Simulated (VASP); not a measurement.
Runs of VASP 6.6.1 on SiC. Symmetry: F-43m, No. 216, cubic system. The conventional cell has a = 4.354 Å, b = 4.354 Å, c = 4.354 Å, α = 90.00°, β = 90.00°, γ = 90.00°. Si (site symmetry -43m) is surrounded by 4 C at 1.89 Å. C (site symmetry -43m) is surrounded by 4 Si at 1.89 Å. The cell is a database's computed one.

```tsv
task	level	potentials or basis	cell	k mesh	cutoff (eV)	mesh quality	gap on the mesh (eV)	pressure (GPa)	relaxed volume (Å³/atom)
relaxation of cell and atoms	PBEsol	VASP PAW PBE potentials, release 64 (Si, C)	relaxed	10 × 10 × 10	600	not flagged	1.23	0.0	10.35
relaxation of cell and atoms	PBEsol	VASP PAW PBE potentials, release 64 (Si, C)	relaxed	10 × 10 × 10	580	not flagged	1.23	0.0	10.35
relaxation of cell and atoms	PBEsol	VASP PAW PBE potentials, release 64 (Si, C_s)	relaxed	10 × 10 × 10	480	not flagged	1.24	0.0	10.35
single point	PBEsol	VASP PAW PBE potentials, release 64 (Si, C)	as given	10 × 10 × 10	520	not flagged	1.23	0.8	-
relaxation of cell and atoms	RPBE	VASP PAW PBE potentials, release 64 (Si, C)	relaxed	10 × 10 × 10	600	not flagged	1.39	0.0	(b)
relaxation of cell and atoms	LDA	VASP PAW LDA potentials, release 64 (Si, C)	relaxed	10 × 10 × 10	600	not flagged	1.29	0.0	10.15
relaxation of cell and atoms	PBEsol	VASP PAW PBE potentials, release 64 (Si, C)	relaxed	4 × 4 × 4	600	coarse	1.18	0.0	(a)
```

Alike in all rows: no spin polarisation; smearing gaussian 0.02 eV.

Task: Fill in the values left out.

Result: (a) 10.37; (b) 10.63.

Caveats: some runs use coarse meshes; the PAW data sets were made with another functional, which shifts forces and pressure a little (some runs).

A k mesh can miss the band edges.

Runs at the PBE level aren't shown here.
